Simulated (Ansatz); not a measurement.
Point defect: Ga vacancy in GaP

All numbers below come from DFT PBE, scalar-relativistic, plane waves, PAW (Ansatz 0.2.0). (420 eV cutoff, 2×2×2 k-mesh, Gaussian smearing of 0.01 eV, collinear spin)

Host crystal, relaxed:

```
CELL_PARAMETERS angstrom
0.00000 2.75256 2.75256
2.75256 0.00000 2.75256
2.75256 2.75256 0.00000
ATOMIC_POSITIONS crystal
Ga 0.00000 0.00000 0.00000
P 0.25000 0.25000 0.25000
```

Supercell of 16 atoms, rows in host cell vectors: 0 -2 2; 0 0 2; -2 0 2. Atoms relax at the host's cell, keeping the symmetry that the supercell leaves at the site. The cell is small, so energies carry finite-size errors of tenths of an eV. The host's Kohn–Sham gap is 1.58 eV.

Defect: Ga vacancy at (0.000, 0.000, 0.000) of the host cell, charge 0.

Give the relaxed supercell.

```xyz
15
Lattice="0.0000 5.5051 -5.5051 5.5051 5.5051 0.0000 5.5051 0.0000 -5.5051" Properties=species:S:1:pos:R:3 pbc="T T T"
Ga    0.0000    2.7526   -2.7423
Ga    2.7423    8.2577   -5.5051
Ga    0.0000    5.5154   -5.5051
Ga    5.5051    5.4949   -5.5051
Ga    2.7628    2.7526   -5.5051
Ga    5.5051    8.2577   -8.2679
Ga    2.7526    5.5051   -8.2577
P     4.1173    4.1404   -4.1173
P     6.8793    6.8835   -4.1309
P     4.1309    6.8835   -6.8793
P     6.8793    9.6319   -6.8793
P     6.8930    4.1404   -6.8930
P     9.6224    6.8698   -6.8930
P     6.8930    6.8698   -9.6224
P     9.6361    9.6319   -9.6361
```
Around the defect: 4 P at 2.36 Å. The run ended with a moment of 1.25 μB, which may not be the ground spin state.